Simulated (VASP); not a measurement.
# H14CO7 in VASP: a series of runs

The runs below take H14CO7 through single point, molecular dynamics, with PBE.

Program: VASP 6.6.1. These are calculated values, not measurements. Logs are shortened: lines on timing, memory, paths and dates and some standing lists are left out, and cuts for length are marked.

**1. Starting point**

The cell holds a amorphous, 22 atoms: a = 6.223 Å, b = 6.223 Å, c = 6.223 Å, α = 90.00°, β = 90.00°, γ = 90.00°.

The cell was built by a generator and needn't be a form met in nature.

**2. Single point, PBE**

INCAR reads:

```
PREC = Accurate
ENCUT = 520
EDIFF = 1E-6
ISMEAR = -1
SIGMA = 0.02
LREAL = Auto
LASPH = T
NELM = 60
ALGO = Normal
ISIF = 2
LWAVE = F
LCHARG = T
GGA = PE
LELF = T
LVHAR = T
NBANDS = 47
```

KPOINTS reads:

```
regular mesh
0
Gamma
  1 1 1
```

POSCAR reads:

```
H14CO7
1.0
    6.2230840000      0.0000000000      0.0000000000
    0.0000000000      6.2230840000      0.0000000000
    0.0000000000      0.0000000000      6.2230840000
O H C
7 14 1
Direct
    0.5329833247      0.0179010921      0.5339956845
    0.2415201209      0.3286634087      0.8780051820
    0.8885626484      0.0973150933      0.8128445639
    0.4476237184      0.9734723169      0.0319295063
    1.0066552211      0.7429756693      0.1651271299
    0.5831192380      0.5211885297      0.1973619511
    0.2453445912      0.6079622258      0.5315853040
    0.4805816537     -0.0962866643      0.6450178079
    0.4146336447      0.0478219481      0.4443456010
    0.2697697797      0.4021157355      0.7410152265
    0.0896500835      0.2917363802      0.8643302903
    0.8431671499      0.0007070449      0.9193030337
    0.7588038342      0.1277823022      0.7376889015
    0.5115148695      1.0465711213      0.1494435878
    0.3809847336      1.1006279202     -0.0382286339
    0.8483092949      0.7280313105      0.1678106868
    1.0669468707      0.6171377407      0.0897947063
    0.4988523375      0.5842440822      0.3098785104
    0.4918783034      0.5414035870      0.0748503475
    0.0471952492      0.8485181945      0.5259450138
   -0.0913052114      0.5858831409      0.5295123768
    0.0648713725      0.6792773487      0.5176854434
```

Potentials or basis: VASP PAW PBE potentials, release 64 (O, H, C).

On the command line:

```bash
cat potpaw_PBE.64/O/POTCAR potpaw_PBE.64/H/POTCAR potpaw_PBE.64/C/POTCAR > POTCAR
mpirun -np 1 vasp_gam > vasp.out
```

OUTCAR:

```text
PREC = Accurate
   ENCUT = 520
   EDIFF = 1E-6
   ISMEAR = -1
   LREAL = Auto
   LASPH = T
   NELM = 60
   ISIF = 2
   GGA = PE

 ion  position               nearest neighbor table
   1  0.533  0.018  0.534-   9 0.94   8 1.04
   2  0.242  0.329  0.878-  11 0.98  10 0.98
   3  0.889  0.097  0.813-  12 0.94  13 0.95
   4  0.448  0.973  0.032-  14 0.95  15 0.99
   5  0.007  0.743  0.165-  17 0.99  16 0.99
   6  0.583  0.521  0.197-  18 0.96  19 0.96
   7  0.245  0.608  0.532-  22 1.21
   8  0.481  0.904  0.645-   1 1.04
   9  0.415  0.048  0.444-   1 0.94
  10  0.270  0.402  0.741-   2 0.98
  11  0.090  0.292  0.864-   2 0.98
  12  0.843  0.001  0.919-   3 0.94
  13  0.759  0.128  0.738-   3 0.95
  14  0.512  0.047  0.149-   4 0.95
  15  0.381  0.101  0.962-   4 0.99
  16  0.848  0.728  0.168-   5 0.99
  17  0.067  0.617  0.090-   5 0.99
  18  0.499  0.584  0.310-   6 0.96
  19  0.492  0.541  0.075-   6 0.96
  20  0.047  0.849  0.526-  22 1.06
  21  0.909  0.586  0.530-  22 1.13
  22  0.065  0.679  0.518-  20 1.06  21 1.13   7 1.21

  LATTYP: Found a simple cubic cell.
 ALAT       =     6.2230840000

  Lattice vectors:

 A1 = (   6.2230840000,   0.0000000000,   0.0000000000)
 A2 = (   0.0000000000,   6.2230840000,   0.0000000000)
 A3 = (   0.0000000000,   0.0000000000,   6.2230840000)

Analysis of symmetry for initial positions (statically):
=====================================================================
 Subroutine PRICEL returns:
 Original cell was already a primitive cell.

 Routine SETGRP: Setting up the symmetry group for a
 simple cubic supercell.

 Subroutine GETGRP returns: Found  1 space group operations
 (whereof  1 operations were pure point group operations)
 out of a pool of 48 trial point group operations.

The static configuration has the point symmetry C_1 .

Analysis of symmetry for dynamics (positions and initial velocities):
=====================================================================
 Subroutine PRICEL returns:
 Original cell was already a primitive cell.

 Routine SETGRP: Setting up the symmetry group for a
 simple cubic supercell.

 Subroutine GETGRP returns: Found  1 space group operations
 (whereof  1 operations were pure point group operations)
 out of a pool of 48 trial point group operations.

The dynamic configuration has the point symmetry C_1 .

 Subroutine INISYM returns: Found  1 space group operations
 (whereof  1 operations are pure point group operations),
 and found     1 'primitive' translations

----------------------------------------------------------------------------------------

                                     Primitive cell

  volume of cell :     241.0000

  direct lattice vectors                    reciprocal lattice vectors
     6.223084000  0.000000000  0.000000000     0.160692030  0.000000000  0.000000000
     0.000000000  6.223084000  0.000000000     0.000000000  0.160692030  0.000000000
     0.000000000  0.000000000  6.223084000     0.000000000  0.000000000  0.160692030

  length of vectors
     6.223084000  6.223084000  6.223084000     0.160692030  0.160692030  0.160692030

  position of ions in fractional coordinates (direct lattice)
     0.532983325  0.017901092  0.533995684
     0.241520121  0.328663409  0.878005182
     0.888562648  0.097315093  0.812844564
     0.447623718  0.973472317  0.031929506
     0.006655221  0.742975669  0.165127130
     0.583119238  0.521188530  0.197361951
[... 14 lines left out ...]
     0.908694789  0.585883141  0.529512377
     0.064871373  0.679277349  0.517685443

  ion indices of the primitive-cell ions
   primitive index   ion index
                 1           1
                 2           2
                 3           3
                 4           4
                 5           5
                 6           6
[... 14 lines left out ...]
                21          21
                22          22

----------------------------------------------------------------------------------------

 KPOINTS: regular mesh

Automatic generation of k-mesh.
 Grid dimensions read from file:
 generate k-points for:    1    1    1

 Generating k-lattice:

  Cartesian coordinates                     Fractional coordinates (reciprocal lattice)
     0.160692030  0.000000000  0.000000000     1.000000000  0.000000000  0.000000000
     0.000000000  0.160692030  0.000000000     0.000000000  1.000000000  0.000000000
     0.000000000  0.000000000  0.160692030     0.000000000  0.000000000  1.000000000

  Length of vectors
     0.160692030  0.160692030  0.160692030

  Shift w.r.t. Gamma in fractional coordinates (k-lattice)
     0.000000000  0.000000000  0.000000000

 Subroutine IBZKPT returns following result:
 ===========================================

 Found      1 irreducible k-points:

 Following reciprocal coordinates:
            Coordinates               Weight
  0.000000  0.000000  0.000000      1.000000
   k-points           NKPTS =      1   k-points in BZ     NKDIM =      1   number of bands    NBANDS=     47
   number of dos      NEDOS =    301   number of ions     NIONS =     22
   total plane-waves  NPLWV = 110592
   dimension x,y,z NGX =    48 NGY =   48 NGZ =   48
   dimension x,y,z NGXF=    96 NGYF=   96 NGZF=   96
   ions per type =               7  14   1
   NGX,Y,Z   is equivalent  to a cutoff of  12.82, 12.82, 12.82 a.u.
   NGXF,Y,Z  is equivalent  to a cutoff of  25.65, 25.65, 25.65 a.u.
 SYSTEM =  unknown system
   PREC   = accura    normal or accurate (medium, high low for compatibility)
   ISTART =      0    job   : 0-new  1-cont  2-samecut
   ICHARG =      2    charge: 1-file 2-atom 10-const
   ISPIN  =      1    spin polarized calculation?
   LNONCOLLINEAR =      F non collinear calculations
   LSORBIT =      F    spin-orbit coupling
   LASPH  =      T    aspherical Exc in radial PAW
   ENCUT  =  520.0 eV  38.22 Ry    6.18 a.u.  11.57 11.57 11.57*2*pi/ulx,y,z
   NELM   =     60;   NELMIN=  2; NELMDL= -5     # of ELM steps
   EDIFF  = 0.1E-05   stopping-criterion for ELM
   LREAL  =      T    real-space projection
   EDIFFG = 0.1E-04   stopping-criterion for IOM
   NSW    =      0    number of steps for IOM
   IBRION =     -1    ionic relax: 0-MD 1-quasi-New 2-CG
   NFREE  =      0    steps in history (QN), initial steepest desc. (CG)
   ISIF   =      2    stress and relaxation
   ISYM   =      2    0-nonsym 1-usesym 2-fastsym
   POTIM  = 0.5000    time-step for ionic-motion
   TEBEG  =    0.0;   TEEND  =   0.0 temperature during run
   PSTRESS=    0.0 pullay stress
   NELECT =      60.0000    total number of electrons
   NUPDOWN=      -1.0000    fix difference up-down
   EMIN   =  10.00;   EMAX   =-10.00  energy-range for DOS
   EFERMI =   0.00;   METHOD = LEGACY
   ISMEAR =    -1;   SIGMA  =   0.02  broadening in eV -4-tet -1-fermi 0-gaus
   EFERMI_NEDOS =   21; number of points for ismear=-14 and -15
   IALGO  =     38    algorithm
   IMIX   =      4    mixing-type and parameters
     AMIX     =   0.40;   BMIX     =  1.00
     AMIX_MAG =   1.60;   BMIX_MAG =  1.00
  volume/ion in A,a.u.               =      10.95        73.92
  Fermi-wavevector in a.u.,A,eV,Ry     =   1.029879  1.946189 14.431033  1.060651
  Thomas-Fermi vector in A             =   2.163949
   LORBIT       =      0    0 simple, 1 ext, 2 COOP (PROOUT), +10 PAW based schemes
   GGA     = PE    functional components
   LHFCALC =     F    Hartree Fock is set to
   AEXX    =    0.0000 exact exchange contribution
   IVDW    =     0    specifies the selected vdW correction
   LEPSILON=     F    determine dielectric tensor
   LRPA    =     F    only Hartree local field effects (RPA)
 non-spin polarized calculation
  energy-cutoff  :      520.00
  volume of cell :      241.00
 maximum number of plane-waves:      3226
 NGX is ok and might be reduce to    48
   NGX = 23   NGY = 23   NGZ = 23

 number of electron      60.0000007 magnetization

 Free energy of the ion-electron system (eV)
  ---------------------------------------------------
  ext. energy  EPLUGINS =         0.00000000
  ---------------------------------------------------
  free energy    TOTEN  =      -108.97252690 eV

  energy without entropy =     -108.97252690  energy(sigma->0) =     -108.97252690

 E-fermi :  -2.6401     XC(G=0):  -6.6129

 val. band max:       -3.2113075746   @ k =   0.0000   0.0000   0.0000
 cond. band min:       1.1031763355   @ k =   0.0000   0.0000   0.0000
 fundamental gap:      4.3144839101
 Fermi energy:        -2.6400893915

 k-point     1 :       0.0000    0.0000    0.0000
  band No.  band energies     occupation
      1     -23.7783      2.00000
      2     -22.6537      2.00000
      3     -22.4247      2.00000
      4     -22.2212      2.00000
      5     -22.1484      2.00000
      6     -22.0676      2.00000
[... 34 lines left out ...]
     41       6.7736      0.00000
     42       7.0154      0.00000
 [bands above 42 left out]

------------------------ aborting loop because EDIFF is reached ----------------------------------------

  FORCE on cell =-STRESS in cart. coord.  units (eV):
  Direction    XX          YY          ZZ          XY          YZ          ZX
  --------------------------------------------------------------------------------------
  -------------------------------------------------------------------------------------
  Total        4.2713702      1.9192800      4.1529287     -1.7439050     -0.3240340      2.6577223
  in kB       28.3962377     12.7594494     27.6088343    -11.5935493     -2.1541911     17.6686431
  external PRESSURE =      22.9215071 kB  Pullay stress =       0.0000000 kB

 VOLUME and BASIS-vectors are now :
 -----------------------------------------------------------------------------
  energy-cutoff  :      520.00
  volume of cell :      241.00
      direct lattice vectors                 reciprocal lattice vectors
     6.223084000  0.000000000  0.000000000     0.160692030  0.000000000  0.000000000
     0.000000000  6.223084000  0.000000000     0.000000000  0.160692030  0.000000000
     0.000000000  0.000000000  6.223084000     0.000000000  0.000000000  0.160692030

 POSITION                                       TOTAL-FORCE (eV/Angst)
 -----------------------------------------------------------------------------------
      3.31680      0.11140      3.32310         0.908079     -1.942725      2.711182
      1.50300      2.04530      5.46390         0.431675      0.795466      0.139940
      5.52960      0.60560      5.05840         1.298879      1.079347     -0.798279
      2.78560      6.05800      0.19870        -0.438498     -0.021260     -0.908939
      0.04142      4.62360      1.02760        -0.410910      0.129077     -0.240132
      3.62880      3.24340      1.22820         1.031168     -0.249255      0.044058
[... 14 lines left out ...]
      5.65488      3.64600      3.29520         0.698351     -0.145464     -0.089899
      0.40370      4.22720      3.22160        -1.672168      0.350579     -0.000025
 -----------------------------------------------------------------------------------
    total drift:                                0.011200      0.013192     -0.000338

  FREE ENERGIE OF THE ION-ELECTRON SYSTEM (eV)
  ---------------------------------------------------
  free  energy   TOTEN  =      -108.9725269036 eV

  energy  without entropy=     -108.9725269036  energy(sigma->0) =     -108.97252690
```

It took 51 s on 1 thread of AMD EPYC 7R43 (Zen 3), shared host; peak memory 0.26 GiB.

What came out:

```yaml
Free_energy: -108.9725 eV
Pressure: 2.3 GPa
Largest_force: 3.457 eV/Å
Band_gap_on_the_k_mesh: 4.31 eV, direct
```

Forces in eV/Å, atoms in the order of the input:
```
O    0.908 -1.943  2.711
O    0.432  0.795  0.140
O    1.299  1.079 -0.798
O   -0.438 -0.021 -0.909
O   -0.411  0.129 -0.240
O    1.031 -0.249  0.044
O    1.809 -1.710  0.292
H    0.582  1.780 -1.970
H   -1.443  0.229 -0.659
H    0.181  0.039 -0.119
H   -0.509 -0.774  0.095
H   -0.305 -1.245  1.591
H   -1.138  0.298 -0.962
H    0.868  0.233  1.050
H   -0.332 -0.221 -0.281
H    0.274 -0.669 -0.113
H   -0.351  0.215  0.150
H   -0.474  0.304  0.869
H   -0.441 -0.047 -0.790
H   -0.567  1.574 -0.012
H    0.698 -0.145 -0.090
C   -1.672  0.351  0.000
```

Caveat: the standard files for N, O and F lose accuracy on very short bonds.

**3. Single point, PBE**

INCAR reads:

```
SYSTEM = H14CO7
ALGO     = Fast           ! electronic algorithm
EDIFF    = 1E-7           ! SCF threshold, eV
ENCUT    = 520            ! plane-wave cutoff, eV
GGA      = PE             ! functional
ISIF     = 2              ! what is computed and relaxed
ISMEAR   = -1             ! smearing method
LASPH    = .True.         ! aspherical terms in the spheres
LCHARG   = .False.        ! write CHGCAR
LREAL    = Auto         
LWAVE    = .False.        ! write WAVECAR
NBANDS   = 47             ! bands
NELM     = 100            ! most SCF steps
PREC     = Accurate       ! precision mode
SIGMA    = 0.02           ! smearing width, eV
```

KPOINTS reads:

```
k-points
0
Gamma
  1 1 1
  0 0 0
```

POSCAR reads:

```
H14CO7
1.0
    6.2230840000      0.0000000000      0.0000000000
    0.0000000000      6.2230840000      0.0000000000
    0.0000000000      0.0000000000      6.2230840000
O H C
7 14 1
Direct
    0.5665679589      0.0941494603      0.5206743152
    0.3137190499      0.3451182725      0.8881930567
    0.8766875074      0.1186067872      0.8048581700
    0.3942578953      0.9818765101      0.0984560067
    0.9754488289      0.8528408101      0.1237167938
    0.6241599824      0.5567978835      0.2560948880
    0.2105226283      0.5337385772      0.4960080886
    0.5497756418     -0.0552941275      0.4576026935
    0.6430252267      0.1857760557      0.4286459897
    0.3924099369      0.2902740828      0.7711289129
    0.1640826317      0.2874137646      0.8635589685
    0.8472487275      0.0990184288      0.9498345193
    0.7492747969      0.0747860707      0.7096320731
    0.3959451616      0.9003413741     -0.0418281354
    0.3644334545      1.1316736203      0.0686476352
    0.9565353770      0.7040078521      0.0564832485
    1.1224659670      0.8927245719      0.1088206426
    0.4837312175      0.5300265913      0.3134137351
    0.6019202055      0.6935950085      0.1815498553
    0.0828688798      0.8018532290      0.5963120536
   -0.0947922284      0.5260574982      0.6302662795
    0.0551495047      0.6295592346      0.5702478064
```

Potentials or basis: VASP PAW PBE potentials, release 64 (O, H, C).

On the command line:

```bash
cat potpaw_PBE.64/O/POTCAR potpaw_PBE.64/H/POTCAR potpaw_PBE.64/C/POTCAR > POTCAR
mpirun -np 1 vasp_gam > vasp.out
```

Run time: 41 s. Hardware: 1 thread of AMD EPYC 7R43 (Zen 3), shared host; peak memory 0.26 GiB.

It converged, with:

| Quantity | Value |
| --- | --- |
| Free energy | -108.4641 eV |
| Pressure | 0.5 GPa |
| Largest force | 3.373 eV/Å |
| Band gap on the k mesh | 3.43 eV, direct |

Forces in eV/Å, atoms in the order of the input:
```
O   -1.361 -2.738  1.360
O   -2.262  0.096  1.686
O    0.158  0.664 -3.304
O    0.300 -2.523 -0.625
O   -2.117 -2.547 -0.223
O    0.714  0.469 -0.336
O   -0.315 -0.367 -0.357
H    0.292  1.882  0.089
H    0.922  0.821 -1.642
H    0.966 -0.561 -1.626
H    0.904  0.456 -0.149
H   -0.707 -0.829  2.279
H    0.934  0.662  0.956
H    0.066  1.229  1.208
H    0.048  1.055 -0.832
H    0.427  1.954  0.967
H    1.525  0.170  0.021
H   -1.053 -0.271  0.470
H    0.238 -0.136  0.093
H   -1.011  0.465  0.195
H    1.171  1.445 -0.632
C    0.161 -1.398  0.400
```

Stress tensor (GPa, compression positive):
```
 0.73 -1.61 -1.16
-1.61 -1.97 -2.88
-1.16 -2.88  2.81
```

Levels at points of the mesh, in eV from the valence-band top:
```csv
k point,band 28,band 29,band 30,band 31,band 32,band 33
"(0.00, 0.00, 0.00)",-1.17,-0.48,0.00,3.43,3.81,6.54
```

Caveat: the standard files for N, O and F lose accuracy on very short bonds. A hybrid or GW would open this gap; PBE tends to underestimate it.

[end of part 1 of 2]
